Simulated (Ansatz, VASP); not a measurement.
Pd in VASP and in Ansatz

Contents of INCAR:

```
PREC = Accurate
ENCUT = 520
EDIFF = 1E-7
ISMEAR = 0
SIGMA = 0.15
LREAL = False
LASPH = True
NELM = 100
ALGO = Normal
ISIF = 2
LWAVE = False
LCHARG = True
GGA = PE
LELF = True
LVHAR = True
NBANDS = 11
```

The input KPOINTS:

```
Automatic mesh
0
Gamma
  20 20 20
```

The input POSCAR:

```
Pd
1.0
    0.0000000000      1.8476550000      1.9449000000
    1.8476550000      0.0000000000      1.9449000000
    1.8476550000      1.8476550000      0.0000000000
Pd
1
Direct
    0.0000000000      0.0000000000      0.0000000000
```

Input for Ansatz:

```yaml
crystal:
  lattice:
    - [0.0, 1.847655, 1.9449]
    - [1.847655, 0.0, 1.9449]
    - [1.847655, 1.847655, 0.0]
  atoms:
    - { symbol: Pd, position: [0.0, 0.0, 0.0] }
basis:
  ecutwfc: 420
kpoints:
  mp_grid: { grid: [20, 20, 20] }
hamiltonian:
  xc: pbe
scf:
  occupations: { method: gaussian, width: 0.15 }
output:
  forces: true
  stress: true
  eigenvalues: true
```

Change from the starting cell: strain -0.050 along x and y, +0.000 along z, atoms carried along.

Alike in both runs: task single point; functional PBE; k mesh 20 × 20 × 20; occupations gaussian, width 0.15 eV; no spin polarisation.

|  | VASP | Ansatz |
| --- | --- | --- |
| version | VASP 6.6.1 | Ansatz 0.2.0 |
| potentials or method | VASP PAW PBE potentials, release 64 (Pd) | scalar-relativistic, plane waves, PAW |
| plane-wave cutoff (eV) | 520 | 420 |
| valence electrons in the cell | 10 | 18 |

Ansatz gave:

```
gap on the k mesh at the Fermi level (eV)       : none
pressure (GPa)                                  : 35.9
largest component of the traceless stress (GPa) : 3.70
```

Task: Estimate VASP's values.

Result: gap on the k mesh at the Fermi level (eV): none; pressure (GPa): 35.4; largest component of the traceless stress (GPa): 3.64.

A gap of «none» marks a metal or a gap that the smearing closes. With one functional, cell and mesh, what is left measures potentials, basis and numerics. The two sets of potentials don't hold the same shells in valence.

Caveats: so large a pressure means that the cell lies far from this level's equilibrium, or that cutoff or potentials fall short (VASP).
